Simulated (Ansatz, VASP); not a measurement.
# Two plane-wave programs on Si2Ni

Contents of INCAR:

```
PREC = Accurate
ENCUT = 520
EDIFF = 1E-7
ISMEAR = -1
SIGMA = 0.05
LREAL = F
LASPH = T
NELM = 100
ALGO = Normal
ISIF = 2
LWAVE = F
LCHARG = F
ISPIN = 2
MAGMOM = 1 0 0
LORBIT = 11
LMAXMIX = 4
GGA = PE
NBANDS = 20
```

Contents of KPOINTS:

```
regular mesh
0
Gamma
  9 9 9
```

File POSCAR:

```
Si2Ni
1.0
    0.0000000000      2.6478212519      2.6478212519
    2.6478212519      0.0000000000      2.6478212519
    2.6478212519      2.6478212519      0.0000000000
Ni Si
1 2
Direct
    0.0000000000      0.0000000000      0.0000000000
    0.7500000000      0.7500000000      0.7500000000
    0.2500000000      0.2500000000      0.2500000000
```

input.yaml

```yaml
crystal:
  lattice:
    - [0.0, 2.6478212519, 2.6478212519]
    - [2.6478212519, 0.0, 2.6478212519]
    - [2.6478212519, 2.6478212519, 0.0]
  atoms:
    - { symbol: Ni, position: [0.0, 0.0, 0.0], spin: 1.0 }
    - { symbol: Si, position: [0.75, 0.75, 0.75] }
    - { symbol: Si, position: [0.25, 0.25, 0.25] }
hamiltonian:
  xc: pbe
  pseudopotentials: { kind: paw }
magnetization:
  spin_polarized: true
kpoints:
  mp_grid: { grid: [9, 9, 9] }
scf:
  occupations: { method: fermi_dirac, width: 0.05 }
output:
  forces: true
  stress: true
  eigenvalues: true
```

Change from the starting cell: volume scaled by 0.94.

Alike in both runs: task single point; functional PBE; k mesh 9 × 9 × 9; occupations fermi-dirac, width 0.05 eV; collinear spin, ferromagnetic start.

|  | VASP | Ansatz |
| --- | --- | --- |
| version | VASP 6.6.1 | Ansatz 0.2.0 |
| potentials or method | VASP PAW PBE potentials, release 64 (Ni, Si) | Ansatz PAW |
| plane-wave cutoff (eV) | 520 | 420 |
| valence electrons in the cell | 18 | 26 |

VASP gave:

- gap on the k mesh at the Fermi level (eV): none
- pressure (GPa): 14.7
- net moment per atom (μB): 0.00

**Question.** Estimate Ansatz's values.

**Answer.** gap on the k mesh at the Fermi level (eV): none; pressure (GPa): 14.8; net moment per atom (μB): 0.00.

A gap of «none» marks a metal or a gap that the smearing closes. The two sets of potentials don't hold the same shells in valence.

Caveats: the starting moments weren't kept (Ansatz).
